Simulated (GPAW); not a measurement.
# ZrC in GPAW: further runs

Runs on ZrC. Level: PBE. Tasks: single point.

Program: GPAW 26.7.0. These are calculated values, not measurements. Logs are shortened: lines on timing, memory, paths and dates and some standing lists are left out, and cuts for length are marked. The log counts tension as positive stress, the text compression.

### Step 1. The cell of the first run

The cell holds a slab with vacuum, 8 atoms: a = 3.324 Å, b = 3.324 Å, c = 22.051 Å, α = 90.00°, β = 90.00°, γ = 90.00°.

### Step 2. Single point, PBE (the (1 0 0) slab of ZrC, cut from the database cell, not relaxed)

run.py

```python
import numpy as np
from ase.dft.bandgap import bandgap
from ase.io import read, write
from gpaw import GPAW, PW

atoms = read('ZrC.xyz')
atoms.pbc = (True, True, False)

calc = GPAW(mode=PW(600),
            xc='PBE',
            kpts={'size': (8, 8, 1), 'gamma': True},
            occupations={'name': 'fermi-dirac', 'width': 0.05},
            nbands=58,
            convergence={'density': 1e-05, 'energy': 1e-05},
            maxiter=150,
            poissonsolver={'dipolelayer': 'xy'},
            txt='gpaw.txt')
atoms.calc = calc
energy = atoms.get_potential_energy()
forces = atoms.get_forces()
calc.write('gs.gpw')
write('result.traj', atoms)
print(f'Energy: {energy:.6f} eV')
print('Forces (eV/A):')
print(forces.round(4))
print('Fermi level:', round(calc.get_fermi_level(), 4), 'eV')
print(f'Gap: {bandgap(calc)[0]:.4f} eV, direct: {bandgap(calc, direct=True)[0]:.4f} eV')

v = calc.get_electrostatic_potential().mean(axis=(0, 1))
z = np.arange(len(v)) * atoms.cell[2, 2] / len(v)
ef = calc.get_fermi_level()
np.savetxt('planar.dat', np.c_[z, v], fmt='%.4f')
below, above = np.interp([1.5, atoms.cell[2, 2] - 1.5], z, v) - ef
print(f'Work functions: bottom {below:.4f} eV, top {above:.4f} eV')
print('Dipole moment:', *calc.get_dipole_moment().round(5), 'e A')
```

ZrC.xyz

```xyz
8
Lattice="3.3236988564 -0.0000000000 0.0000000000 -0.0000000000 3.3236988564 0.0000000000 0.0000000000 0.0000000000 22.0506300000" Properties=species:S:1:pos:R:3 pbc="T T T"
Zr     0.0000000000      0.0000000000      7.4999999994
C      1.6618494282      1.6618494282      7.4999999994
Zr     1.6618494282      1.6618494282      9.8502099991
C      0.0000000000      0.0000000000      9.8502099991
Zr     0.0000000000      0.0000000000     12.2004200009
C      1.6618494282      1.6618494282     12.2004200009
Zr     1.6618494282      1.6618494282     14.5506300006
C      0.0000000000      0.0000000000     14.5506300006
```

Potentials or basis: GPAW PAW data sets (gpaw-data 1.2.1), pw.

Run with:

```
OMP_NUM_THREADS=1 python run.py
```

gpaw.txt:

```text
__  _  _
 | _ |_)|_||  |
 |__||  | ||/\| - 26.7.0

Input parameters:
  mode=PW(ecut=600.0),
  convergence={'density': 1e-05, 'energy': 1e-05},
  kpts=MonkhorstPack(size=(8, 8, 1), gamma=True),
  maxiter=150,
  nbands=58,
  occupations=Occupations(name='fermi-dirac', width=0.05),
  poissonsolver=PoissonSolver(dipolelayer='xy'),
  xc=XC(name='PBE')

Diagonalizing LCAO Hamiltonian
Converting LCAO to pw mode
   .-------.
  /|       |
 * |       |
 | |       |
 | |       |
 | |       |
 | |       |
 | |       |
 | |       |
 | |       |
 | |  Zr   |
 C |       |
 | |       |
 | |  C    |
 Zr|       |
 | |       |
 | |  Zr   |
 C |       |
 | |       |
 | |  C    |
 Zr|       |
 | |       |
 | |       |
 | |       |
 | |       |
 | |       |
 | |       |
 | .-------.
 |/       /
 *-------*

Atoms  # Å, Bohr magnetons
|   | symbol |        x |        y |         z |    initial magnetic moments |
|---|--------|----------|----------|-----------|-----------------------------|
| 0 |     Zr | 0.000000 | 0.000000 |  7.500000 | ( 0.0000,  0.0000,  0.0000) |
| 1 |      C | 1.661849 | 1.661849 |  7.500000 | ( 0.0000,  0.0000,  0.0000) |
| 2 |     Zr | 1.661849 | 1.661849 |  9.850210 | ( 0.0000,  0.0000,  0.0000) |
| 3 |      C | 0.000000 | 0.000000 |  9.850210 | ( 0.0000,  0.0000,  0.0000) |
| 4 |     Zr | 0.000000 | 0.000000 | 12.200420 | ( 0.0000,  0.0000,  0.0000) |
| 5 |      C | 1.661849 | 1.661849 | 12.200420 | ( 0.0000,  0.0000,  0.0000) |
| 6 |     Zr | 1.661849 | 1.661849 | 14.550630 | ( 0.0000,  0.0000,  0.0000) |
| 7 |      C | 0.000000 | 0.000000 | 14.550630 | ( 0.0000,  0.0000,  0.0000) |

Unit cell  # Å
| periodic |         x |         y |         z |   lengths |    angles |
|----------|-----------|-----------|-----------|-----------|-----------|
|      yes |  3.323699 | -0.000000 |  0.000000 |  3.323699 | 90.000000 |
|      yes | -0.000000 |  3.323699 |  0.000000 |  3.323699 | 90.000000 |
|       no |  0.000000 |  0.000000 | 22.050630 | 22.050630 | 90.000000 |

Number of symmetries: 8
Symmetry operations  # r_c * U_cc + t_c -> r_c
|   | kind |            matrix            |
|---|------|------------------------------|
| 0 |  E   |  1, 0, 0,  0, 1, 0,  0, 0, 1 |
| 1 |  σ   |  1, 0, 0,  0,-1, 0,  0, 0, 1 |
| 2 |  σ   |  0, 1, 0,  1, 0, 0,  0, 0, 1 |
| 3 |  C4  |  0, 1, 0, -1, 0, 0,  0, 0, 1 |
| 4 |  C4  |  0,-1, 0,  1, 0, 0,  0, 0, 1 |
| 5 |  σ   |  0,-1, 0, -1, 0, 0,  0, 0, 1 |
| 6 |  σ   | -1, 0, 0,  0, 1, 0,  0, 0, 1 |
| 7 |  C2  | -1, 0, 0,  0,-1, 0,  0, 0, 1 |

BZ-sampling:
  Number of BZ points: 64
  Number of IBZ points: 15

  Monkhorst-Pack size: [8, 8, 1]
  Monkhorst-Pack shift: [0.0625, 0.0625, 0.0]

K-points  # in reciprocal-cell coordinates
|     |                                coordinates |     weight |
|-----|--------------------------------------------|------------|
|   0 | (  0.00000000,   0.00000000,   0.00000000) | 0.01562500 |
|   1 | (  0.12500000,   0.00000000,   0.00000000) | 0.06250000 |
|   2 | (  0.12500000,   0.12500000,   0.00000000) | 0.06250000 |
|   3 | (  0.25000000,   0.00000000,   0.00000000) | 0.06250000 |
|   4 | (  0.25000000,   0.12500000,   0.00000000) | 0.12500000 |
|   5 | (  0.25000000,   0.25000000,   0.00000000) | 0.06250000 |
|   6 | (  0.37500000,   0.00000000,   0.00000000) | 0.06250000 |
|   7 | (  0.37500000,   0.12500000,   0.00000000) | 0.12500000 |
|   8 | (  0.37500000,   0.25000000,   0.00000000) | 0.12500000 |
|   9 | (  0.37500000,   0.37500000,   0.00000000) | 0.06250000 |
| ... |                                            |            |
|  14 | (  0.50000000,   0.50000000,   0.00000000) | 0.01562500 |

Plane wave coefficients: 8169
Cutoff: 600.0 eV

Spin-components: 1 (collinear spins)
Bands:           58
Projectors:      44
Spin-degeneracy: 2
Datatype:        complex128

Parallelization:
  kpt:    1
  domain: 1
  band:   1

Density:
  Valence electrons: 64.0
  Components: 1
  Grid points: [ 20  20 125]
  Charge: 0.0  # |e|

Potential:
  Grid points: [ 20  20 125]

species:
  Zr:
    name:    Zirconium
    Z:       40.0
    valence: 12
    core:    28
    charge:  0.0  # [|e|]
    compensation charges:
      type: gauss
      rc: 0.40  # [Å]
      lmax: 2
    cutoffs:
      filter: 2.39  # [Å]
      core: 1.59  # [Å]
    projectors
    | kind |    occ | energy [eV] | rcut [Å] |
    |------|--------|-------------|----------|
    |   4s |  2.000 |     -54.478 |    1.323 |
    |   5s |  2.000 |      -4.438 |    1.323 |
    |   4p |  6.000 |     -32.467 |    1.334 |
    |   5p |  0.000 |      -1.470 |    1.334 |
    |   4d |  2.000 |      -3.600 |    1.244 |
    |    d |        |      23.611 |    1.244 |

    Using partial waves for Zr as LCAO basis

  C:
    name:    Carbon
    Z:       6.0
    valence: 4
    core:    2
    charge:  0.0  # [|e|]
    compensation charges:
      type: gauss
      rc: 0.20  # [Å]
      lmax: 2
    cutoffs:
      filter: 1.14  # [Å]
      core: 1.14  # [Å]
    projectors
    | kind |    occ | energy [eV] | rcut [Å] |
    |------|--------|-------------|----------|
    |   2s |  2.000 |     -13.751 |    0.635 |
    |   2p |  2.000 |      -5.284 |    0.635 |
    |    s |        |      13.461 |    0.635 |
    |    p |        |      21.927 |    0.635 |
    |    d |        |       0.000 |    0.635 |

    Using partial waves for C as LCAO basis

Reference energy: -395684.797403  # eV

eigensolver:
  PPCG
  Converge bands: occupied
  niter=2

density mixing:
  MSR1-Mixer
  Pratt-step length: 0.05
  Maximum mixing coefficient: 0.75
  Old densities: 10
  SVD Regularization: 0.005
  Good broyden scale: 1.0
  Trust region scale: 1.0
  Backstep threshold: 4.0
  History deletion threshold: 6.0
  Fourier metric: weight=20.0, sigma=0.015

occupation numbers:
  Fermi-Dirac:
    width: 0.0500  # eV

<gpaw.new.pw.poisson.DipoleLayerPWPoissonSolver object>
xc functional:
  name: PBE with 2 nearest neighbor stencil

convergence criteria:
- Maximum integral of absolute [dens]ity change: 1e-05 electrons / valence electron
- Maximum [total energy] change in last 3 cyles: 1e-05 eV / valence electron
- Maximum integral of absolute [eigenst]ate change: 4e-08 eV^2 / valence electron
maximum number of iterations: 150

SCF iterations
|iter     | |      energy | eigst |  dens |
|---------|-|-------------|-------|-------|
|iter:   1| |  -80.674923 | +0.31 |       |
|iter:   2| |  -77.600599 | -0.89 | -0.77 |
|iter:   3| |  -72.173849 | -0.46 | -0.84 |
|iter:   4| |  -77.107092 | -0.58 | -1.35 |
|iter:   5| |  -71.237751 | -0.96 | -0.98 |
|iter:   6| |  -71.239517 | -1.96 | -1.59 |
|iter:   7| |  -71.205660 | -2.36 | -1.96 |
|iter:   8| |  -71.201972 | -3.48 | -2.52 |
|iter:   9| |  -71.201878 | -4.52 | -3.17 |
|iter:  10| |  -71.201839c| -5.33 | -3.39 |
|iter:  11| |  -71.202148c| -5.44 | -3.87 |
|iter:  12| |  -71.201847c| -5.73 | -3.28 |
|iter:  13| |  -71.201854c| -6.86 | -4.23 |
|iter:  14| |  -71.201851c| -7.77c| -4.56 |
|iter:  15| |  -71.201851c| -8.17c| -5.16c|

Converged in 15 steps
Energy contributions relative to reference atoms: (reference = -395684.797403)

Energy contributions:
  Kinetic:          36.608508
  Coulomb:         -47.302621
  Zero:              1.378042
  External:          0.000000
  Xc:              -61.878349
  Entropy:          -0.014863
  Spinorbit:         0.000000
  ----------------------------
  Free energy:     -71.209283
  Extrapolated:    -71.201851

dipole moment: (-37.464167, -37.464167, 0.000045)  # |e|*Ang

Fermi level: 2.421
Eigenvalues  # (at kpt = [0.000, 0.000, 0.000])
| band index |      eig [eV] | occ [0-2] |
|------------|---------------|-----------|
|          0 |       -45.951 |     2.000 |
|        ... |               |           |
|         23 |         0.927 |     2.000 |
|         24 |         1.444 |     2.000 |
|         25 |         1.561 |     2.000 |
|         26 |         2.287 |     1.871 |
|         27 |         2.287 |     1.871 |
|         28 |         2.305 |     1.820 |
[... 8 lines left out ...]
|         37 |         4.472 |     0.000 |
|         38 |         4.472 |     0.000 |
|        ... |               |           |
|         57 |        10.859 |     0.000 |

No gap
No difference between direct/indirect transitions
vacuum-level: 6.048  # V
Workfunctions: 3.627, 3.627 eV (top, bottom)

Forces  # eV/Ang
|        x |       y |        z |
|----------|---------|----------|
| -0.00000 | 0.00000 |  1.12257 |  # Zr   0
|  0.00000 | 0.00000 | -0.39857 |  # C    1
|  0.00000 | 0.00000 |  0.04668 |  # Zr   2
| -0.00000 | 0.00000 | -0.54608 |  # C    3
|  0.00000 | 0.00000 | -0.04681 |  # Zr   4
|  0.00000 | 0.00000 |  0.54618 |  # C    5
|  0.00000 | 0.00000 | -1.12320 |  # Zr   6
|  0.00000 | 0.00000 |  0.39861 |  # C    7

# Writing to gs.gpw (mode='')
```

It took 5.5 min on 1 thread of Intel Xeon at 2.50GHz (Skylake/Cascade Lake), shared host; peak memory 0.38 GiB.

What came out:

| Property | Result |
| --- | --- |
| Free energy | -71.2093 eV |
| Largest force | 1.123 eV/Å |
| Band gap on the k mesh | none (metal or under the smearing width) |
| Dipole across the slab | 0.00 e·Å |
| Work function of the upper face | 3.63 eV |
| Work function of the lower face | 3.63 eV |

Forces on the atoms (eV/Å):
```
Zr   0.000  0.000  1.123
C    0.000  0.000 -0.399
Zr   0.000  0.000  0.047
C    0.000  0.000 -0.546
Zr   0.000  0.000 -0.047
C    0.000  0.000  0.546
Zr   0.000  0.000 -1.123
C    0.000  0.000  0.399
```

Caveat: these data sets are soft for forces on short bonds.

### Step 3. Single point, PBE (the (1 0 0) slab of ZrC, cut from the database cell, not relaxed)

Changes to run.py since step 2:

```diff
@@ -12,3 +12,3 @@
             occupations={'name': 'fermi-dirac', 'width': 0.05},
-            nbands=58,
+            nbands=72,
             convergence={'density': 1e-05, 'energy': 1e-05},
```

ZrC.xyz

```xyz
10
Lattice="3.3236988564 -0.0000000000 0.0000000000 -0.0000000000 3.3236988564 0.0000000000 0.0000000000 0.0000000000 24.4008400000" Properties=species:S:1:pos:R:3 pbc="T T T"
Zr     0.0000000000      0.0000000000      7.4999999997
C      1.6618494282      1.6618494282      7.4999999997
Zr     1.6618494282      1.6618494282      9.8502100011
C      0.0000000000      0.0000000000      9.8502100011
Zr     0.0000000000      0.0000000000     12.2004200000
C      1.6618494282      1.6618494282     12.2004200000
Zr     1.6618494282      1.6618494282     14.5506299989
C      0.0000000000      0.0000000000     14.5506299989
Zr     0.0000000000      0.0000000000     16.9008400003
C      1.6618494282      1.6618494282     16.9008400003
```

Potentials or basis: GPAW PAW data sets (gpaw-data 1.2.1), pw.

Run with:

```
OMP_NUM_THREADS=1 python run.py
```

gpaw.txt:

```text
__  _  _
 | _ |_)|_||  |
 |__||  | ||/\| - 26.7.0

Input parameters:
  mode=PW(ecut=600.0),
  convergence={'density': 1e-05, 'energy': 1e-05},
  kpts=MonkhorstPack(size=(8, 8, 1), gamma=True),
  maxiter=150,
  nbands=72,
  occupations=Occupations(name='fermi-dirac', width=0.05),
  poissonsolver=PoissonSolver(dipolelayer='xy'),
  xc=XC(name='PBE')

Diagonalizing LCAO Hamiltonian
Converting LCAO to pw mode
   .-------.
  /|       |
 * |       |
 | |       |
 | |       |
 | |       |
 | |       |
 | |       |
 | |       |
 | |       |
 | |  C    |
 Zr|       |
 | |       |
 | |  Zr   |
 C |       |
 | |       |
 | |  C    |
 Zr|       |
 | |       |
 | |  Zr   |
 C |       |
[... 194 lines left out ...]
|iter:   8| |  -89.607734 | -3.00 | -2.28 |
|iter:   9| |  -89.607689 | -4.19 | -2.91 |
|iter:  10| |  -89.607639c| -4.95 | -3.34 |
|iter:  11| |  -89.607636c| -5.91 | -3.87 |
|iter:  12| |  -89.607636c| -6.89 | -4.15 |
|iter:  13| |  -89.607637c| -7.63c| -4.64 |
|iter:  14| |  -89.607637c| -8.26c| -5.26c|

Converged in 14 steps
Energy contributions relative to reference atoms: (reference = -494605.996754)

Energy contributions:
  Kinetic:          50.152659
  Coulomb:         -62.917894
  Zero:              1.723214
  External:          0.000000
  Xc:              -78.556883
  Entropy:          -0.017465
  Spinorbit:         0.000000
  ----------------------------
  Free energy:     -89.616370
  Extrapolated:    -89.607637

dipole moment: (-49.579039, -49.579039, 0.000041)  # |e|*Ang

Fermi level: 3.113
Eigenvalues  # (at kpt = [0.000, 0.000, 0.000])
| band index |      eig [eV] | occ [0-2] |
|------------|---------------|-----------|
|          0 |       -45.187 |     2.000 |
|        ... |               |           |
|         29 |         1.596 |     2.000 |
|         30 |         2.052 |     2.000 |
|         31 |         2.492 |     2.000 |
|         32 |         2.700 |     1.999 |
|         33 |         2.957 |     1.914 |
|         34 |         2.957 |     1.914 |
[... 8 lines left out ...]
|         43 |         4.153 |     0.000 |
|         44 |         4.153 |     0.000 |
|        ... |               |           |
|         71 |        11.298 |     0.000 |

No gap
No difference between direct/indirect transitions
vacuum-level: 6.843  # V
Workfunctions: 3.730, 3.730 eV (top, bottom)

Forces  # eV/Ang
|        x |        y |        z |
|----------|----------|----------|
|  0.00000 |  0.00000 |  1.13785 |  # Zr   0
|  0.00000 |  0.00000 | -0.42212 |  # C    1
|  0.00000 |  0.00000 |  0.05792 |  # Zr   2
| -0.00000 | -0.00000 | -0.69218 |  # C    3
|  0.00000 |  0.00000 |  0.00000 |  # Zr   4
|  0.00000 |  0.00000 |  0.00000 |  # C    5
|  0.00000 |  0.00000 | -0.05792 |  # Zr   6
| -0.00000 | -0.00000 |  0.69218 |  # C    7
|  0.00000 |  0.00000 | -1.13785 |  # Zr   8
|  0.00000 |  0.00000 |  0.42212 |  # C    9

# Writing to gs.gpw (mode='')
```

planar.dat:

```text
0.0000 6.8425
0.0871 6.8425
0.1743 6.8425
0.2614 6.8425
0.3486 6.8425
0.4357 6.8425
[... 272 lines left out ...]
24.2265 6.8425
24.3137 6.8425
```

Run time: 6.4 min. Hardware: 1 thread of Intel Xeon at 2.50GHz (Skylake/Cascade Lake), shared host; peak memory 0.45 GiB.

What came out:

```yaml
Free_energy: -89.6164 eV
Largest_force: 1.138 eV/Å
Band_gap_on_the_k_mesh: none (metal or under the smearing width)
Dipole_across_the_slab: 0.00 e·Å
Work_function_of_the_upper_face: 3.73 eV
Work_function_of_the_lower_face: 3.73 eV
```

Forces on the atoms (eV/Å):
```
Zr   0.000  0.000  1.138
C    0.000  0.000 -0.422
Zr   0.000  0.000  0.058
C    0.000  0.000 -0.692
Zr   0.000  0.000  0.000
C    0.000  0.000  0.000
Zr   0.000  0.000 -0.058
C    0.000  0.000  0.692
Zr   0.000  0.000 -1.138
C    0.000  0.000  0.422
```

Caveat: these data sets are soft for forces on short bonds.
